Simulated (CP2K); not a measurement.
The system is CuO.

```xyz
4
Lattice="3.2880 0.0000 0.0000 -1.6440 2.8475 0.0000 0.0000 0.0000 5.3850" Properties=species:S:1:pos:R:3 pbc="T T T"
Cu    1.6440    0.9492    0.0000
Cu    0.0000    1.8983    2.6925
O     1.6440    0.9492    3.3667
O     0.0000    1.8983    0.6742
```

Measurements of this composition are mostly on another form, of space group No. 15.

Base run:

| Property | Result |
| --- | --- |
| Program | CP2K 2026.2 |
| Functional | PBEsol |
| Potentials or basis | POTENTIAL_UZH Cu GTH-PBE-q11, O GTH-PBE-q6; TZVP-MOLOPT-PBE-GTH basis |
| Density cutoff | 8163 eV |
| k mesh | 9 × 9 × 5 |
| Occupations | fermi-dirac, width 0.05 eV |
| Spin | no spin polarisation |

Its results: band gap on the k mesh none (metal or under the smearing width); pressure -13.2 GPa; largest force 0.085 eV/Å.

Q: The run is repeated on the same cell with these changes: functional from PBEsol to PBE; eps_default from 1.0E-10 to 1.0E-9. What comes out?

A: Band gap on the k mesh none (metal or under the smearing width); pressure -7.5 GPa; largest force 0.083 eV/Å.

Caveats: the basis of atomic orbitals isn't converged, which shifts pressures, moduli and gaps; the run has no spin polarisation, though such a crystal can be magnetic; semilocal functionals often make such compounds metallic where correlation or magnetic order opens a gap, which also shifts bond lengths; the potentials were made for another functional, which shifts forces and pressure (some runs).
